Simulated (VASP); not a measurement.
Crystal: Ga2O3.

```
Ga O
1.0
     2.87694    0.00000    4.47767
    -1.43847    2.49150    4.47767
    -1.43847   -2.49150    4.47767
Ga O
4 6
Direct
  0.35540 0.35540 0.35540
  0.14460 0.14460 0.14460
  0.64460 0.64460 0.64460
  0.85540 0.85540 0.85540
  0.55490 0.94510 0.25000
  0.94510 0.25000 0.55490
  0.25000 0.55490 0.94510
  0.44510 0.05490 0.75000
  0.05490 0.75000 0.44510
  0.75000 0.44510 0.05490
```

The cell was built by a generator and needn't be a form met in nature.

Base run:

```yaml
Program: VASP 6.6.1
Functional: PBE
Potentials_or_basis: VASP PAW PBE potentials, release 64 (Ga_d, O)
Cutoff: 520 eV
k_mesh: 4 × 4 × 4
Occupations: fermi-dirac, width 0.05 eV
Spin: no spin polarisation
```

Its results: band gap on the k mesh 2.90 eV, indirect (least direct gap 3.12 eV); electronic dielectric tensor (diagonal) 4.34, 4.34, 4.24.

Task: The run is repeated on the same cell with these changes: functional from PBE to PBEsol. What comes out?

Result: Band gap on the k mesh 2.83 eV, indirect (least direct gap 3.06 eV); electronic dielectric tensor (diagonal) 4.40, 4.40, 4.31.

A k mesh can miss the band edges.

Not every run made on this cell is shown here.
